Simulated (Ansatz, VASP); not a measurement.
**NiO: VASP beside Ansatz**

```
CELL_PARAMETERS angstrom
0.00000 2.09131 2.09131
2.09131 0.00000 2.09131
2.09131 2.09131 0.00000
ATOMIC_POSITIONS crystal
Ni 0.98170 0.98529 0.01021
O 0.49719 0.50288 0.48492
```

Change from the starting cell: atoms moved at random, drawn with an rms of 0.05 Å.

Alike in both runs: task single point; functional PBE; k mesh 11 × 11 × 11; occupations fermi-dirac, width 0.05 eV; collinear spin, ferromagnetic start.

|  | VASP | Ansatz |
| --- | --- | --- |
| version | VASP 6.6.1 | Ansatz 0.2.0 |
| potentials or method | VASP PAW PBE potentials, release 64 (Ni, O) | Ansatz PAW |
| plane-wave cutoff (eV) | 520 | 420 |
| valence electrons in the cell | 16 | 24 |

Ansatz gave:

```
gap on the k mesh at the Fermi level (eV)                     : none
pressure (GPa)                                                : 5.3
largest component of the traceless stress (GPa)               : 1.19
rms of the force components (eV/Å)                            : 0.101
net moment per atom (μB)                                      : 0.90
size of the moment on the site where the two differ most (μB) : 0.29
```

**Question.** What did VASP give for the same quantities?

**Answer.** gap on the k mesh at the Fermi level (eV): none; pressure (GPa): 4.8; largest component of the traceless stress (GPa): 1.21; rms of the force components (eV/Å): 0.116; net moment per atom (μB): 0.88; size of the moment on the site where the two differ most (μB): 0.27.

Site moments also hang on the region over which each program counts them. Atom by atom the forces differ by 0.015 eV/Å (rms over components). A gap of «none» marks a metal or a gap that the smearing closes. The two sets of potentials don't hold the same shells in valence.

Caveats: a cell with one magnetic atom can't hold antiferromagnetic order, which such compounds often take; semilocal functionals often make such compounds metallic where correlation or magnetic order opens a gap, which also shifts bond lengths; the pressure holds a Pulay correction of +0.7 GPa for the finite cutoff (Ansatz).
